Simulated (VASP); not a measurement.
Calculation: G0W0 on PBE orbitals, VASP's PBE PAW potentials (set 64) (plane waves; VASP 6.6.1).

Input for VASP

POSCAR:
```
BeO
1
    1.3500000000    -2.3382690000     0.0000000000
    1.3500000000     2.3382690000     0.0000000000
    0.0000000000     0.0000000000     4.3800000000
Be O
2 2
Direct
  0.6666670000   0.3333330000   0.5000000000
  0.3333330000   0.6666670000   0.0000000000
  0.6666670000   0.3333330000   0.8780000000
  0.3333330000   0.6666670000   0.3780000000
```

**KPOINTS**
```
Automatic mesh
0
Gamma
4 4 2
0 0 0
```

### INCAR
```
PREC = Normal
ALGO = EVGW0
ISMEAR = 0   # Gaussian
LASPH = .TRUE.   # aspherical one-centre terms
NELMGW = 1
ENCUT = 500   # plane-wave cut-off (eV)
NOMEGA = 64
NBANDS = 128
LREAL = .FALSE.   # projection in real space or not
GGA = PE   # PBE
NBANDSGW = 18
ENCUTGW = 150
SIGMA = 0.01   # width (eV)
LWAVE = .FALSE.
SYSTEM = BeO
LCHARG = .FALSE.
LSPECTRALGW = .TRUE.
```

POTCAR, in this order: Be_sv_GW O_GW_new (PBE.64 set). Program: vasp_std. Read from the step before: WAVECAR, WAVEDER.

The resulting files:

File OUTCAR:
```
 ion  position               nearest neighbor table
   1  0.667  0.333  0.500-   4 1.65   4 1.65   4 1.65   3 1.66
   2  0.333  0.667  0.000-   3 1.65   3 1.65   3 1.65   4 1.66
   3  0.667  0.333  0.878-   2 1.65   2 1.65   2 1.65   1 1.66
   4  0.333  0.667  0.378-   1 1.65   1 1.65   1 1.65   2 1.66
  LATTYP: Found a hexagonal cell.
 ALAT       =     2.7000003549
 C/A-ratio  =     1.6222220090
 Subroutine PRICEL returns:
 Original cell was already a primitive cell.
 Subroutine GETGRP returns: Found 12 space group operations
The static configuration has the point symmetry C_3v.
 The point group associated with its full space group is C_6v.
The dynamic configuration has the point symmetry C_3v.
 Subroutine INISYM returns: Found 12 space group operations
 Subroutine IBZKPT returns following result:
 Found      8 irreducible k-points:

 Following reciprocal coordinates:
            Coordinates               Weight
  0.000000  0.000000  0.000000      1.000000
  0.250000  0.000000  0.000000      6.000000
  0.500000  0.000000  0.000000      3.000000
  0.250000  0.250000  0.000000      6.000000
  0.000000  0.000000  0.500000      1.000000
...
```

File OSZICAR:
```
energies w=
    0.000    0.000    2.321    0.000    4.637    0.000    6.944    0.000
    9.239    0.000   11.517    0.000   13.775    0.000   16.011    0.000
   18.222    0.000   20.407    0.000   22.565    0.000   24.695    0.000
   26.798    0.000   28.875    0.000   30.926    0.000   32.954    0.000
   34.959    0.000   36.944    0.000   38.911    0.000   40.864    0.000
   42.804    0.000   44.736    0.000   46.662    0.000   48.585    0.000
   50.510    0.000   52.439    0.000   54.378    0.000   56.330    0.000
   58.299    0.000   60.291    0.000   62.310    0.000   64.362    0.000
   66.452    0.000   68.587    0.000   70.774    0.000   73.019    0.000
   75.331    0.000   77.719    0.000   80.192    0.000   82.762    0.000
   85.441    0.000   88.243    0.000   91.183    0.000   94.281    0.000
   97.555    0.000  101.030    0.000  104.733    0.000  108.697    0.000
  112.959    0.000  117.562    0.000  122.561    0.000  128.017    0.000
  134.009    0.000  140.629    0.000  147.993    0.000  156.246    0.000
  165.568    0.000  176.194    0.000  188.428    0.000  202.673    0.000
  219.477    0.000  239.599    0.000  264.127    0.000  294.675    0.000
NQ=   1    0.0000    0.0000    0.0000,
 performed        112000 updates of chi_q(r,r)
NQ=   2    0.2500    0.0000    0.0000,
 performed        307000 updates of chi_q(r,r)
NQ=   3    0.5000    0.0000    0.0000,
 performed        474000 updates of chi_q(r,r)
NQ=   4    0.2500    0.2500    0.0000,
 performed        696000 updates of chi_q(r,r)
NQ=   5    0.0000    0.0000    0.5000,
 performed        808000 updates of chi_q(r,r)
NQ=   6    0.2500    0.0000    0.5000,
 performed       1003000 updates of chi_q(r,r)
NQ=   7    0.5000    0.0000    0.5000,
 performed       1170000 updates of chi_q(r,r)
NQ=   8    0.2500    0.2500    0.5000,
 performed       1392000 updates of chi_q(r,r)
 resolving degeneracies of screened two electron integrals
```

### OUTCAR
```


 k-point   1 :       0.0000    0.0000    0.0000
  band No.  KS-energies  QP-energies   sigma(KS)   V_xc(KS)     V^pw_x(r,r')   Z            occupation Imag(sigma)

      1     -92.7164    -104.5618     -50.3704     -35.3082     -57.4204       0.7864       2.0000       0.4541
      2     -92.6862    -104.7889     -50.3550     -35.2795     -57.3956       0.8028       2.0000       0.4531
      3     -14.5449     -17.4584     -22.1555     -18.4156     -30.5462       0.7790       2.0000       1.5782
      4     -12.7614     -15.4801     -23.2028     -19.6933     -31.4514       0.7747       2.0000       1.3805
      5      -2.1161      -4.4268     -18.5214     -15.6156     -22.8916       0.7952       2.0000       0.4785
      6       3.0893       1.3994     -21.6971     -19.6042     -25.5753       0.8074       2.0000       0.3002
      7       3.0893       1.3994     -21.6971     -19.6042     -25.5753       0.8074       2.0000       0.3002
      8       4.0698       2.5187     -22.3655     -20.4521     -26.1691       0.8107       2.0000       0.2817
      9       4.0698       2.5187     -22.3655     -20.4521     -26.1691       0.8107       2.0000       0.2817
     10       4.1148       2.5821     -22.3333     -20.4412     -26.1119       0.8101       2.0000       0.2813
     11      11.7568      12.9813     -11.9943     -13.4485      -7.9442       0.8420       0.0000      -0.2212
     12      15.7489      17.1656     -11.4821     -13.1643      -6.9774       0.8422       0.0000      -0.2565
     13      18.3283      19.9191      -9.6004     -11.4821      -4.7646       0.8454       0.0000      -0.2755
     14      18.3283      19.9191      -9.6004     -11.4821      -4.7646       0.8454       0.0000      -0.2755
     15      18.9496      20.8196     -13.3609     -15.6768      -8.2996       0.8075       0.0000      -0.3823
     16      19.2606      20.9553      -9.8486     -11.8624      -4.8680       0.8415       0.0000      -0.2906
     17      20.4611      22.2736     -10.5061     -12.6769      -5.4063       0.8349       0.0000      -0.3191
     18      20.4611      22.2736     -10.5061     -12.6769      -5.4063       0.8349       0.0000      -0.3191

 k-point   2 :       0.2500    0.0000    0.0000
  band No.  KS-energies  QP-energies   sigma(KS)   V_xc(KS)     V^pw_x(r,r')   Z            occupation Imag(sigma)

      1     -92.6921    -104.7727     -50.3595     -35.2919     -57.4036       0.8018       2.0000       0.4528
      2     -92.6778    -104.8287     -50.3528     -35.2804     -57.3929       0.8062       2.0000       0.4524
      3     -13.8717     -16.7158     -22.4693     -18.8159     -30.7909       0.7785       2.0000       1.5039
      4     -12.4504     -15.1501     -23.3939     -19.9300     -31.6192       0.7794       2.0000       1.3468
      5      -1.2942      -3.5036     -18.7256     -15.9645     -22.9330       0.8002       2.0000       0.4367
      6       0.7851      -1.2449     -20.1716     -17.6474     -24.2013       0.8042       2.0000       0.3570
      7       1.8431      -0.0394     -20.8923     -18.5584     -24.8372       0.8066       2.0000       0.3266
      8       2.1646       0.3492     -21.0035     -18.7515     -24.9373       0.8061       2.0000       0.3207
      9       3.5340       1.9123     -21.8617     -19.8632     -25.6597       0.8114       2.0000       0.2902
     10       3.6316       2.0180     -22.0600     -20.0682     -25.8938       0.8102       2.0000       0.2894
     11      13.3139      14.6880     -12.0107     -13.6457      -7.8894       0.8404       0.0000      -0.2324
     12      16.4388      17.9440     -11.4111     -13.2209      -6.8851       0.8317       0.0000      -0.2859
     13      16.8566      18.2695     -10.6942     -12.3750      -6.0307       0.8406       0.0000      -0.2718
     14      19.1548      20.8959     -12.0484     -14.1562      -7.1165       0.8260       0.0000      -0.3229
     15      19.3762      21.0536      -9.9760     -11.9777      -4.9840       0.8380       0.0000      -0.3033
     16      20.1665      21.9402     -10.9209     -13.0628      -5.7475       0.8281       0.0000      -0.3398
     17      21.2686      22.9177     -10.9035     -12.8885      -5.8192       0.8308       0.0000      -0.3467
     18      21.8959      23.8514     -11.4915     -13.8786      -6.0621       0.8192       0.0000      -0.3978

 k-point   3 :       0.5000    0.0000    0.0000
  band No.  KS-energies  QP-energies   sigma(KS)   V_xc(KS)     V^pw_x(r,r')   Z            occupation Imag(sigma)

      1     -92.6967    -104.7216     -50.3619     -35.2950     -57.4069       0.7981       2.0000       0.4530
      2     -92.6919    -104.8036     -50.3592     -35.2936     -57.4039       0.8039       2.0000       0.4526
      3     -12.8395     -15.5661     -23.1724     -19.6576     -31.4299       0.7758       2.0000       1.3870
      4     -12.3382     -15.0186     -23.3896     -19.9485     -31.5915       0.7789       2.0000       1.3346
      5      -1.6164      -3.8626     -18.7270     -15.9046     -23.0107       0.7959       2.0000       0.4500
      6       0.0663      -2.0642     -19.9895     -17.3283     -24.1873       0.8006       2.0000       0.3886
      7       0.7543      -1.2780     -20.2589     -17.7249     -24.3420       0.8020       2.0000       0.3636
      8       1.4413      -0.4674     -20.5969     -18.2261     -24.6118       0.8051       2.0000       0.3411
      9       2.1439       0.3448     -20.4799     -18.2494     -24.2541       0.8066       2.0000       0.3134
     10       3.1722       1.4932     -21.7651     -19.6866     -25.6462       0.8078       2.0000       0.2991
     11      13.8639      15.0995     -10.6567     -12.1146      -6.5429       0.8475       0.0000      -0.2284
     12      14.3096      15.5362     -10.3798     -11.8290      -6.1018       0.8463       0.0000      -0.2402
     13      17.5671      18.9964     -11.2911     -12.9984      -6.5793       0.8372       0.0000      -0.2908
     14      19.1707      21.0457     -13.0747     -15.3738      -8.1239       0.8155       0.0000      -0.3505
     15      19.3433      20.9372      -9.8479     -11.7427      -4.9478       0.8411       0.0000      -0.2991
     16      21.9995      23.9326     -12.9546     -15.3346      -7.5128       0.8122       0.0000      -0.4052
     17      22.1380      23.8766     -10.0054     -12.1021      -4.5907       0.8292       0.0000      -0.3853
     18      22.8810      24.6463     -11.8525     -14.0133      -6.4932       0.8170       0.0000      -0.4410

 k-point   4 :       0.2500    0.2500    0.0000
  band No.  KS-energies  QP-energies   sigma(KS)   V_xc(KS)     V^pw_x(r,r')   Z            occupation Imag(sigma)

      1     -92.7069    -104.6385     -50.3672     -35.3045     -57.4155       0.7921       2.0000       0.4533
      2     -92.6945    -104.7573     -50.3612     -35.2937     -57.4057       0.8006       2.0000       0.4529
      3     -12.9175     -15.6494     -23.0586     -19.5323     -31.3080       0.7747       2.0000       1.3963
      4     -12.2558     -14.9357     -23.5259     -20.0950     -31.7405       0.7811       2.0000       1.3262
      5      -1.0257      -3.2018     -18.8116     -16.0931     -22.9641       0.8005       2.0000       0.4191
      6      -0.2342      -2.3179     -19.3135     -16.7085     -23.4054       0.7999       2.0000       0.3930
      7       0.7817      -1.2734     -20.3769     -17.8154     -24.4774       0.8023       2.0000       0.3630
      8       1.3369      -0.6148     -20.5715     -18.1488     -24.5696       0.8056       2.0000       0.3419
      9       2.0976       0.2552     -20.9804     -18.6942     -24.9218       0.8059       2.0000       0.3227
     10       2.4996       0.7215     -21.2029     -18.9992     -25.0854       0.8069       2.0000       0.3116
     11      13.9209      15.0209      -9.4395     -10.7313      -5.2399       0.8516       0.0000      -0.2302
     12      15.7412      17.2978     -12.3068     -14.1823      -7.9110       0.8300       0.0000      -0.2759
     13      17.9739      19.5820     -11.7461     -13.6801      -7.0496       0.8315       0.0000      -0.2979
     14      19.0484      20.8028     -12.1146     -14.2420      -7.2172       0.8246       0.0000      -0.3258
     15      20.1651      21.9408     -11.7894     -13.9404      -6.6900       0.8255       0.0000      -0.3370
     16      20.3739      22.0706     -10.8041     -12.8508      -5.5469       0.8289       0.0000      -0.3676
     17      21.8327      23.7579     -12.7990     -15.1634      -7.4046       0.8142       0.0000      -0.3956
     18      23.1315      25.1255     -11.5651     -14.0191      -5.7601       0.8125       0.0000      -0.4710

 k-point   5 :       0.0000    0.0000    0.5000
  band No.  KS-energies  QP-energies   sigma(KS)   V_xc(KS)     V^pw_x(r,r')   Z            occupation Imag(sigma)

      1     -92.6880    -104.7963     -50.3565     -35.2846     -57.3985       0.8034       2.0000       0.4528
      2     -92.6880    -104.7963     -50.3565     -35.2846     -57.3985       0.8034       2.0000       0.4528
      3     -13.7730     -16.6053     -22.5149     -18.8712     -30.8255       0.7773       2.0000       1.4931
      4     -13.7730     -16.6053     -22.5149     -18.8712     -30.8255       0.7773       2.0000       1.4931
      5       0.7496      -1.2443     -20.0216     -17.5431     -24.0059       0.8045       2.0000       0.3554
      6       0.7496      -1.2443     -20.0216     -17.5431     -24.0059       0.8045       2.0000       0.3554
      7       3.5644       1.9393     -22.0064     -19.9986     -25.8448       0.8094       2.0000       0.2908
      8       3.5644       1.9393     -22.0064     -19.9986     -25.8448       0.8094       2.0000       0.2908
      9       3.5644       1.9393     -22.0064     -19.9986     -25.8448       0.8094       2.0000       0.2908
     10       3.5644       1.9393     -22.0064     -19.9986     -25.8448       0.8094       2.0000       0.2908
     11      13.9747      15.4248     -12.4678     -14.2027      -8.2453       0.8358       0.0000      -0.2425
     12      13.9747      15.4248     -12.4678     -14.2027      -8.2453       0.8358       0.0000      -0.2425
     13      18.7154      20.3605     -11.2003     -13.1822      -6.2939       0.8301       0.0000      -0.3142
     14      18.7154      20.3605     -11.2003     -13.1822      -6.2939       0.8301       0.0000      -0.3142
     15      19.0586      20.7015      -9.9007     -11.8520      -5.0207       0.8420       0.0000      -0.2859
     16      19.0586      20.7015      -9.9007     -11.8520      -5.0207       0.8420       0.0000      -0.2859
     17      19.0586      20.7015      -9.9007     -11.8520      -5.0207       0.8420       0.0000      -0.2859
...
```
(Selected blocks of OUTCAR.)

The mesh is coarse and the basis finite, so the quasiparticle values are not converged.

The compound is BeO in the wurtzite structure. The cell was not relaxed at this level. The k-mesh is coarse (spacing up to 0.72 per Å, 2π included), so the numbers may not be converged in it.
